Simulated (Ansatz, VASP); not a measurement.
## Ba: VASP beside Ansatz

Contents of INCAR:

```
SYSTEM = Ba
  PREC = Accurate
  ENCUT = 520
  EDIFF = 1E-6
  ISMEAR = 0
  SIGMA = 0.15
  LREAL = .False.
  LASPH = .True.
  NELM = 100
  ALGO = Fast
  ISIF = 2
  LWAVE = .False.
  LCHARG = .True.
  GGA = PE
  LELF = .True.
  LVHAR = .True.
  NBANDS = 11
```

The input KPOINTS:

```
Automatic mesh
0
Gamma
  14 14 14
  0 0 0
```

POSCAR

```
Ba
1.0
   -2.3750000000      2.3750000000      2.5000000000
    2.3750000000     -2.3750000000      2.5000000000
    2.3750000000      2.3750000000     -2.5000000000
Ba
1
Direct
    0.0000000000      0.0000000000      0.0000000000
```

Input for Ansatz:

```yaml
crystal:
  lattice:
    - [-2.375, 2.375, 2.5]
    - [2.375, -2.375, 2.5]
    - [2.375, 2.375, -2.5]
  atoms:
    - { symbol: Ba, position: [0.0, 0.0, 0.0] }
basis:
  ecutwfc: 420
kpoints:
  mp_grid: { grid: [14, 14, 14] }
hamiltonian:
  xc: pbe
scf:
  occupations: { method: gaussian, width: 0.15 }
output:
  forces: true
  stress: true
  eigenvalues: true
```

Change from the starting cell: strain -0.050 along x and y, +0.000 along z, atoms carried along.

Alike in both runs: task single point; functional PBE; k mesh 14 × 14 × 14; occupations gaussian, width 0.15 eV; no spin polarisation.

```csv
,VASP,Ansatz
version,VASP 6.6.1,Ansatz 0.2.0
potentials or method,"VASP PAW PBE potentials, release 64 (Ba_sv)","scalar-relativistic, plane waves, PAW"
plane-wave cutoff (eV),520,420
valence electrons in the cell,10,10
```

|  | VASP | Ansatz | Ansatz less VASP |
| --- | --- | --- | --- |
| gap on the k mesh at the Fermi level (eV) | none | none | - |
| pressure (GPa) | 1.3 | 1.2 | -0.10 |
| largest component of the traceless stress (GPa) | 0.18 | 0.18 | -0.003 |

A gap of «none» marks a metal or a gap that the smearing closes. With one functional, cell and mesh, what is left measures potentials, basis and numerics.

The runs have no spin-orbit coupling, so splittings on Ba are missing.
